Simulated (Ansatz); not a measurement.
Convergence notes, G0W0 on KF (wurtzite)

KF in the wurtzite structure (no longer in that coordination), relaxed with r2SCAN; one-shot G0W0 in Ansatz without spin-orbit coupling. (Calculated; spin-unpolarised; the phase may be known or hypothetical.) The cell started from the wurtzite prototype, but the relaxation took it to the higher symmetry P6_3/mmc (No. 194), so the name no longer describes it.

```yaml
crystal:
  lattice:
    - [4.48500, 0.00000, 0.00000]
    - [-2.24250, 3.88413, 0.00000]
    - [0.00000, 0.00000, 5.27130]
  atoms:
    - { symbol: K, position: [0.33333, 0.66667, 0.93750] }
    - { symbol: K, position: [0.66667, 0.33333, 0.43750] }
    - { symbol: F, position: [0.33333, 0.66667, 0.43750] }
    - { symbol: F, position: [0.66667, 0.33333, 0.93750] }
```

Gaps are read over the mesh points alone. G0W0 values are finite-basis, finite-mesh values.

| start | potentials | frequency model | mesh | empty bands | screening cutoff (eV) | Kohn-Sham gap (eV) | G0W0 gap (eV) |
| --- | --- | --- | --- | --- | --- | --- | --- |
| PBE | PAW | contour deformation | 6×6×4 | 208 | 100 | 5.38 | 8.69 |
| PBE | PAW | contour deformation | 6×6×4 | 503 | 180 | 5.38 | 8.85 |
| HSE06 | PAW | contour deformation | 6×6×4 | 503 | 180 | 7.27 | 9.72 |
| r2SCAN | PAW | contour deformation | 6×6×4 | 503 | 180 | 5.96 | 9.13 |
| PBE0 | PAW | contour deformation | 6×6×4 | 503 | 180 | 8.05 | 9.95 |
| PBE | PAW | Godby-Needs pole | 6×6×4 | 503 | 180 | 5.38 | 8.83 |
| PBE | PAW | contour deformation | 6×6×4 | 149 | 80 | 5.38 | 8.69 |
| PBE | norm-conserving | contour deformation | 6×6×4 | 503 | 180 | 5.37 | 8.85 |

G0W0 moves the gap on the mesh from 5.38 eV (PBE) to 8.85 eV (direct at Γ). Renormalisation factors Z lie between 0.78 and 0.90.

Raising bands and cutoff together moves the gap by 0.00 eV (80 to 100 eV), then +0.16 eV (100 to 180 eV); the last step is still large, so the basis limit isn't reached. Starting from HSE06 (7.27 eV against PBE's 5.38 eV) gives 9.72 eV, +0.86 eV from G0W0@PBE at the same screening cutoff. Starting from r2SCAN (5.96 eV against PBE's 5.38 eV) gives 9.13 eV, +0.28 eV from G0W0@PBE at the same screening cutoff. Starting from PBE0 (8.05 eV against PBE's 5.38 eV) gives 9.95 eV, +1.10 eV from G0W0@PBE at the same screening cutoff. The Godby-Needs plasmon pole differs from contour deformation by -0.02 eV. Norm-conserving potentials (wave cutoff 1320 eV against 420 eV) shift the quasiparticle gap by 0.00 eV and the PBE gap by -0.01 eV. r2SCAN runs take a wave cutoff of 500 eV.
